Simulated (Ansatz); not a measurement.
Na in Ansatz: convergence with k mesh

Na:

```xyz
1
Lattice="-2.0576 2.1436 2.1993 2.1081 -2.0831 2.1894 2.0920 2.1175 -2.1388" Properties=species:S:1:pos:R:3 pbc="T T T"
Na   -0.0089   -0.0136    0.0080
```

The cell isn't the ideal one: cell strained at random at fixed volume.

| Property | Result |
| --- | --- |
| Program | Ansatz 0.2.0 |
| Task | convergence study |
| Functional | PBE |
| Potentials or basis | Ansatz PAW |
| Cutoff | 420 eV (not typed: the program's choice for these potentials) |
| k mesh | 3 × 3 × 3 |
| Occupations | cold, width 0.1 eV |
| Spin | no spin polarisation |

These are the settings of the first run; the series varies k mesh, with any setting tied to it.

Hardware: 2 threads of Intel(R) Xeon(R) Processor @ 2.50GHz (Skylake/Cascade Lake) (shared host).

```
      k mesh  energy less the tightest run, at zero smearing (meV/atom)  pressure (GPa)  SCF cycles  CPU time (s)  peak memory (GiB)
   3 × 3 × 3                                                    -141.05           -0.76           4           1.1               0.27
   4 × 4 × 4                                                      97.50           -0.18           5           1.7               0.28
   5 × 5 × 5                                                      -2.70           -0.42           5           2.5               0.29
   6 × 6 × 6                                                      27.02           -0.35           5           3.9               0.31
   8 × 8 × 8                                                       8.24           -0.40           5           8.5               0.38
10 × 10 × 10                                                       3.69           -0.41           5            16               0.46
12 × 12 × 12                                                       1.52           -0.41           5            27               0.57
14 × 14 × 14                                                       0.00           -0.42           5            45               0.74
```

Against the tightest run, the pressure stays within 0.1 GPa from 5 × 5 × 5 on. Not settled before the last step: the energy (to 1 meV/atom). Meshes of other sizes hit other points, so gaps and Fermi surfaces needn't settle smoothly. The tightest run that finished is the yardstick and may itself not be fully converged.
